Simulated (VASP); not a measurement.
Write the native input for VASP 6.6.1 that does the following.

* Task: single point
* Functional: LDA
* Potentials or basis: VASP PAW LDA potentials, release 64 (Ca_sv)
* Cutoff: 520 eV
* k mesh: 16 × 16 × 16
* Occupations: gaussian, width 0.15 eV
* Spin: no spin polarisation
* Dipole correction: no
* Further INCAR settings: ALGO = Fast; EDIFF = 1e-06; NBANDS = 11

The structure of Ca lies in POSCAR:

```
Ca
1.0
   -2.1840000000      2.1840000000      2.1280000000
    2.1840000000     -2.1840000000      2.1280000000
    2.1840000000      2.1840000000     -2.1280000000
Ca
1
Direct
    0.0000000000      0.0000000000      0.0000000000
```

This isn't the form of Ca at room conditions, which is fcc.

The cell isn't the ideal one: strain -0.025 along x and y, -0.050 along z, atoms carried along.

The input as run:

INCAR

```
PREC = Accurate
ENCUT = 520
EDIFF = 1E-6
ISMEAR = 0
SIGMA = 0.15
LREAL = F
LASPH = T
NELM = 100
ALGO = Fast
ISIF = 2
LWAVE = F
LCHARG = T
GGA = CA
LELF = T
LVHAR = T
NBANDS = 11
```

KPOINTS

```
regular mesh
0
Gamma
  16 16 16
```

Potentials or basis: VASP PAW LDA potentials, release 64 (Ca_sv).

Launch:

```sh
$ cat potpaw_LDA.64/Ca_sv/POTCAR > POTCAR
$ mpirun -np 1 vasp_std > vasp.out
```

It gave:

```yaml
Pressure: -1.2 GPa
Band_gap_on_the_k_mesh: none (metal or under the smearing width)
```

It took 53 s on 1 thread of Intel(R) Xeon(R) 6975P-C (Granite Rapids) (shared host), peak memory 0.26 GiB.
